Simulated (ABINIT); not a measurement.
Wanted: the native input for an ABINIT 10.8.3 (patched build) run.

```yaml
Task: equation of state
Functional: r2SCAN
Potentials_or_basis: JTH PAW PBE v2.0
Cutoff: 707 eV
k_mesh: 9 × 9 × 9
Occupations: fermi-dirac, width 0.05 eV
Spin: no spin polarisation
Fine-grid_cutoff: 1306.15 eV
```

Bi:

```
Bi
1.0
    -1.98143    1.98143    1.98143
     1.98143   -1.98143    1.98143
     1.98143    1.98143   -1.98143
Bi
1
Direct
  0.00000 0.00000 0.00000
```

This isn't the form of Bi at room conditions, which is rhombohedral.

One way to write it, as run:

run.abi

```
# Datasets: one volume each
ndtset 7
getwfk -1
scalecart1 3*0.9795861087
scalecart2 3*0.9864848297
scalecart3 3*0.9932883884
scalecart4 3*1.0000000000
scalecart5 3*1.0066227096
scalecart6 3*1.0131594038
scalecart7 3*1.0196128224

# Pseudopotentials
pp_dirpath "./"
pseudos "Bi.GGA_PBE-JTH.xml"

# Structure
acell 3*1.0
rprim
    -3.7443610401     3.7443610401     3.7443610401
     3.7443610401    -3.7443610401     3.7443610401
     3.7443610401     3.7443610401    -3.7443610401
ntypat 1
znucl 83
natom 1
typat 1
xred
     0.0000000000     0.0000000000     0.0000000000

# Plane-wave basis
ecut 26.0
pawecutdg 48.0

# k points
kptopt 1
ngkpt 9 9 9
nshiftk 1
shiftk 0.0 0.0 0.0

# Exchange and correlation
ixc -497498
usekden 1
pawxcdev 0

# Bands and occupations
nband 12
occopt 3
tsmear 0.00183747

# SCF cycle
nstep 100
tolvrs 1.0e-7

# Output
iomode 3
prtwf 1
prtden 0
prteig 0
prtebands 0
enunit 2
```

Potentials or basis: JTH PAW PBE v2.0.

Run with:

```console
$ abinit run.abi > log 2>&1
```

Results of the run:

The equilibrium volume is 31.23 Å³/atom. The bulk modulus is 57 GPa and the pressure derivative of the bulk modulus is 4.2 (rough: it moves with the points fitted).

Caveat: pressures at fixed basis lie under the slope of the energies; the PAW data sets were made with another functional, which shifts forces and pressure a little.

It took 4.4 min on 1 thread of Arm Neoverse V2, with other jobs on the host, peak memory 0.18 GiB.
